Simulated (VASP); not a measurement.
# Ni: convergence, self-consistent run

Ni, P6_3/mmc (no. 194), 2 atoms in the cell. R2SCAN; PAW potentials Ni (PBE set). VASP 6.6.1.

Wanted: energy within 0.2 meV/atom; Fermi level within 0.005 eV.

What the run is for: comparing ways to start; Accuracy asked: tight.

POSCAR:
```
Ni
1.0
    2.4480228978      0.0000000000      0.0000000000
   -1.2240114489      2.1200500186      0.0000000000
    0.0000000000      0.0000000000      4.0728075700
Ni
2
Direct
    0.6666666667      0.3333333333      0.7500000000
    0.3333333333      0.6666666667      0.2500000000
```

## How the run starts (with a second run first, the time holds both)

| How the run starts (with a second run first, the time holds both) | Energy less reference (meV/atom) | Fermi level (eV) | Time (s) |
|---|---|---|---|
| from scratch: 18 SCF iterations | 0.00 | 9.6912 | 434 |
| PBE orbitals (WAVECAR): 12 + 11 SCF iterations | 0.00 | 9.6907 | 361 |
| PBE density (CHGCAR): 12 + 18 SCF iterations | 0.00 | 9.6914 | 497 |
| loose PBE orbitals: 11 + 11 SCF iterations | 0.00 | 9.6907 | 424 |

## Question

For each series: keep the first row unless others stay within half of the tolerance and take at least 30 % less time, and then take the fastest.

## Answer

- How the run starts (with a second run first, the time holds both): from scratch: 18 SCF iterations

The chosen settings are those of the reference run.

## The input

INCAR:
```
SYSTEM = Ni
ALGO = Normal
EDIFF = 1E-6
ENCUT = 440
GGA_COMPAT = .False.
ISIF = 2
ISMEAR = 1
ISPIN = 2
LASPH = .True.
LCHARG = .False.
LMAXMIX = 4
LMIXTAU = .True.
LORBIT = 11
LREAL = .False.
LWAVE = .False.
MAGMOM = 1 1
METAGGA = R2SCAN
NELM = 200
PREC = Accurate
SIGMA = 0.1
```

KPOINTS:
```
k-points
0
Gamma
  15 15 8
```

Commands:
```
cat potpaw_PBE.64/Ni/POTCAR > POTCAR
mpirun -np 1 vasp_std > vasp.out
```

Limits: The moments start parallel; another order may lie lower.

The chosen input took VASP 6.6.1 434 s on 1 core (Intel Xeon Platinum 8175M @ 2.50GHz (Skylake/Cascade Lake)), a shared host.
